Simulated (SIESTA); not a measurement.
## Ge in SIESTA: convergence with EnergyShift

The system is Ge.

```
CELL_PARAMETERS angstrom
0.00000 2.82891 2.82891
2.82891 0.00000 2.82891
2.82891 2.82891 0.00000
ATOMIC_POSITIONS crystal
Ge 0.76097 0.73326 0.75334
Ge 0.49345 0.48940 0.51015
```

The cell isn't the ideal one: atoms moved at random, drawn with an rms of 0.05 Å.

- Program: SIESTA 5.4.2
- Task: single point
- Functional: PBE
- Potentials or basis: PseudoDojo 0.4 standard (PBE files)
- Basis: DZP (energy shift 0.05 Ry; two zetas on semicore shells)
- Grid cutoff: 800 Ry
- Energy shift: 0.05 Ry
- k mesh: 6 × 6 × 6
- Occupations: fermi-dirac, width 0.05 eV
- Spin: no spin polarisation

These are the settings of the first run; the series varies EnergyShift, with any setting tied to it.

Hardware: 1 thread of Intel(R) Xeon(R) 6975P-C (Granite Rapids), with other jobs on the host.

| EnergyShift | energy less the tightest run, at zero smearing (meV/atom) | pressure (GPa) | largest force (eV/Å) | gap on the mesh (eV) | SCF cycles | CPU time (s) | peak memory (GiB) |
| --- | --- | --- | --- | --- | --- | --- | --- |
| 0.05 | 5137.58 | -3.05 | 0.921 | 0.128 | 7 | 11 | 0.23 |
| 0.03 | 2825.49 | 0.19 | 0.747 | 0.000 | 6 | 11 | 0.25 |
| 0.02 | 1790.16 | 6.33 | 0.692 | 0.000 | 7 | 13 | 0.26 |
| 0.01 | 836.30 | 4.12 | 0.680 | 0.000 | 8 | 22 | 0.3 |
| 0.005 | 347.62 | 4.26 | 0.693 | 0.000 | 8 | 32 | 0.33 |
| 0.003 | 168.03 | 5.33 | 0.733 | 0.000 | 8 | 42 | 0.36 |
| 0.002 | 86.11 | 5.48 | 0.740 | 0.000 | 8 | 50 | 0.39 |
| 0.001 | 0.00 | 5.27 | 0.754 | 0.000 | 8 | 77 | 0.44 |

Against the tightest run, the gap on the mesh stays within 0.01 eV from 0.03 on. Not settled before the last step: the energy (to 1 meV/atom), the pressure (to 0.1 GPa), the largest force (to 0.005 eV/Å). The tightest run that finished is the yardstick and may itself not be fully converged.

Caveat, for the tightest run too: the basis of atomic orbitals isn't converged, which shifts pressures, moduli and gaps.
